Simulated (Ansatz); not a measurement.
# ZnS: what a guessed cell relaxes into, part 2 of 2

Where does this trial cell of ZnS go when cell and atoms are let free?

Ansatz 0.2.0; DFT PBE, scalar-relativistic, plane waves, PAW.

## (4) Relaxation on the finer mesh

The end of the coarse run is made exact in the group found at a tolerance of 0.06 Å and reduced to its primitive cell.

input.yaml

```yaml
crystal:
  lattice:
    - [3.5536644988, 0.0, 0.0]
    - [-1.7768322494, 3.0775637325, 0.0]
    - [0.0, 0.0, 3.1504790243]
  atoms:
    - { symbol: Zn, position: [0.6666666667, 0.3333333333, 0.0] }
    - { symbol: S, position: [0.0, 0.0, 0.5] }
basis:
  ecutwfc: 420
kpoints:
  mp_grid: { grid: [18, 18, 18] }
hamiltonian:
  xc: pbe
scf:
  occupations: { method: gaussian, width: 0.1 }
output:
  forces: true
  stress: true
  eigenvalues: true
relax:
  adjacent_minimum: "off"
  f_tol: 0.01
  max_steps: 80
  cell: { stress_tol: 0.05 }
```

The run is started by

```console
> ansatz run input.yaml --threads 1 --pin off --max-ram 2560MiB --backend cpu --events-out ev --progress --plain --runs-dir out
```

What it wrote, shortened:

```text
Warning: RAYON_NUM_THREADS=1 ignored (pool sized by the plan → 1); use --threads N
[...]
Pseudopotentials: kind: paw
Pseudopotential: Zn, paw, valence charge 12, recommended cutoff 420 eV (normal), Zn.paw.azcp
Pseudopotential: S, paw, valence charge 6, recommended cutoff 420 eV (normal), S.paw.azcp
Functional definition: PBE
[...]
Crystal: 2 atoms, lattice volume = 34.456 Å³
Basis set: ecut = 420 eV, 653 PW (Γ), exchange–correlation on 48×48×48 points (8 copies of the dense FFT grid, shifted against one another)
Bands: 13, of which v1, the nominal top of the filled ones, is band 9 counted from 1 (8 counted from 0)
Symmetry: 12 space group operations
Space group: P-6m2 (ITA 187), of the structure as read, at distance tolerance 3.3e-5 Å
k-points: 370 of 5832 (time reversal used)
[...]
  atom   2  S      0.00000000     0.00000000     0.00000000
[...]
--- Stress (GPa, compression-positive) ---
        0.004841       0.000000       0.000000
        0.000000       0.004841       0.000000
        0.000000       0.000000       0.027355
  P = ⅓ Tr σ = 0.0123 GPa (0.123 kbar)
--- Band table (eV; the first three rows and the last of 370) ---
  k-point 0: bands = ["-5.9821", "1.1717", "1.1983", "1.1983", "1.5021", "1.5021", "7.0265", "7.1816", "7.1816", "8.5201", "14.4189", "14.4189", "14.5559"]
[...]
--- Relaxed structure (4 steps of the walk, 4 accepted, 1 SCFs on fresh bases) ---
  F+E_penalty+E_count = -4221.58493034 eV   max|allowed force component| = 4.915e-17 eV/Å   (the final SCF, on the basis selected at the relaxed cell)
  cell:  # Å, volume = 34.7251 Å³
    - [3.5498483067376005, 4.4869951979720336e-33, 0.0]
    - [-1.7749241533688003, 3.0742588132159367, 0.0]
    - [0.0, 0.0, 3.181948287289798]
  atoms:
    - { symbol: Zn, position: [0.6666666666666665, 0.33333333333333326, 0.0] }
    - { symbol: S, position: [-2.775557561562891e-17, -1.1994441212598286e-33, 0.5] }
```

Run time: 92 s. Hardware: 1 thread of Arm Neoverse V1, shared host; peak memory 0.5 GiB.

Step by step:

```
step  E - E(step 1) (eV/cell)  largest force component (eV/Å)  pressure (GPa)  volume (Å³)
   1                   0.0000                          0.0000            0.77        34.46
   2                  -0.0009                          0.0000            0.10        34.63
   3                  -0.0021                          0.0000            0.08        34.69
   4                  -0.0021                          0.0000            0.01        34.73
   5                  -0.0022                          0.0000            0.01        34.73
```

Step 1 is the start. Step 5 repeats the geometry before it on a plane-wave basis chosen anew for that cell, so its energy need not be comparable with the rows above.

|  | before | after | change |
| --- | --- | --- | --- |
| a (Å) | 3.554 | 3.550 | -0.1 % |
| b (Å) | 3.554 | 3.550 | -0.1 % |
| c (Å) | 3.150 | 3.182 | +1.0 % |
| volume (Å³/atom) | 17.23 | 17.36 | +0.8 % |
| shortest distance (Å) | 2.587 | 2.595 | +0.3 % |
| space group (0.01 Å) | P-6m2 | P-6m2 | same |

Forces and stress were held to the start's 12 operations: a distortion of lower symmetry was not tested.

## (5) Variant: occupations.method tetrahedron_uncorrected, width left out

input.yaml

```yaml
crystal:
  lattice:
    - [3.5498483067, 0.0, 0.0]
    - [-1.7749241534, 3.0742588132, 0.0]
    - [0.0, 0.0, 3.1819482873]
  atoms:
    - { symbol: Zn, position: [0.6666666667, 0.3333333333, 0.0] }
    - { symbol: S, position: [0.0, 0.0, 0.5] }
basis:
  ecutwfc: 420
kpoints:
  mp_grid: { grid: [18, 18, 18] }
hamiltonian:
  xc: pbe
scf:
  occupations: { method: tetrahedron_uncorrected }
output:
  forces: true
  eigenvalues: true
  stress: true
```

The run is started by

```console
> ansatz run input.yaml --threads 1 --pin off --max-ram 2560MiB --backend cpu --events-out ev --progress --plain --runs-dir out
```

What it wrote, shortened:

```text
Warning: RAYON_NUM_THREADS=1 ignored (pool sized by the plan → 1); use --threads N
[...]
Pseudopotentials: kind: paw
Pseudopotential: Zn, paw, valence charge 12, recommended cutoff 420 eV (normal), Zn.paw.azcp
Pseudopotential: S, paw, valence charge 6, recommended cutoff 420 eV (normal), S.paw.azcp
Functional definition: PBE
[...]
Crystal: 2 atoms, lattice volume = 34.725 Å³
Basis set: ecut = 420 eV, 665 PW (Γ), exchange–correlation on 48×48×48 points (8 copies of the dense FFT grid, shifted against one another)
Bands: 13, of which v1, the nominal top of the filled ones, is band 9 counted from 1 (8 counted from 0)
Symmetry: 12 space group operations
Space group: P-6m2 (ITA 187), of the structure as read, at distance tolerance 3.3e-5 Å
k-points: 370 of 5832 (time reversal used)
[...]
SCF iter   1: F=—  HF=-4221.576104 eV  |F-HF|=—  |Δ(HF+E_count)|=         —  Δρ=4.28e-3  dr2=6.43e-3  ethr=1.77e-3  ⟨swp⟩=5.8  Hψ=29081  notcnv=0
[...]
SCF iter   7: F=-4221.574283 eV  HF=-4221.574283 eV  |F-HF|=5.34e-8  |Δ(HF+E_count)|=   6.74e-8  Δρ=1.64e-5  dr2=6.77e-8  ethr=5.56e-10  ⟨swp⟩=4.4  Hψ=16600  notcnv=0
[...]
SCF converged after 7 iterations
Free energy (F): -4221.574283 eV
[...]
E sigma→0 (E₀):  -4221.574283 eV
Fermi energy:    8.022527 eV
[...]
--- Forces (eV/Å), atoms counted from 1 ---
  atom   1  Zn     0.00000000    -0.00000000     0.00000000
  atom   2  S      0.00000000     0.00000000     0.00000000
[...]
--- Stress (GPa, compression-positive) ---
        0.002793      -0.000000       0.000000
       -0.000000       0.002793       0.000000
        0.000000       0.000000       0.285575
  P = ⅓ Tr σ = 0.0971 GPa (0.971 kbar)
--- Band table (eV; the first three rows and the last of 370) ---
  k-point 0: bands = ["-5.9734", "1.1633", "1.1894", "1.1894", "1.4933", "1.4933", "7.0368", "7.1897", "7.1897", "8.5217", "14.4192", "14.4192", "14.5604"]
[...]
```

Wall time 16 s (1 thread of Arm Neoverse V1, shared host); peak memory 0.46 GiB.

```tsv
run	ending	energy change	pressure (GPa)	gap (eV)	force (eV/Å)	cycles	time
step 4	converged	0	0.0	0.00	0.00	-	92 s
variant	converged	+4.5 meV/atom (σ→0)	0.1	0.00	0.00	7	16 s
```

Changing the smearing moves the energy by +4.5 meV/atom (σ→0 values).

## (6) Outcome

The summary covers parts 1 to 2. Changes of volume or cell count from the first structure of part 1.

| quantity | value |
| --- | --- |
| symmetry at the end (tolerance 0.05 Å) | space group P-6m2 (No. 187) |
| conventional cell | a = 3.550 Å, b = 3.550 Å, c = 3.182 Å, α = 90.00°, β = 90.00°, γ = 120.00° |
| volume | 17.36 Å³/atom |
| energy over the elements | -0.25 eV/atom |
| gap on the mesh | none (metal) |

What this shows: The space group P-6m2 (No. 187) is kept, and the volume per atom grows by 12.1 % from the first guess. A negative formation energy is needed for stability but isn't enough; other structures and compounds were not set against it here. No finished test with a distortion of lower symmetry is shown, so the end may be a saddle point. Spin polarisation is off in the runs that give these values; a magnetic solution could lie lower.
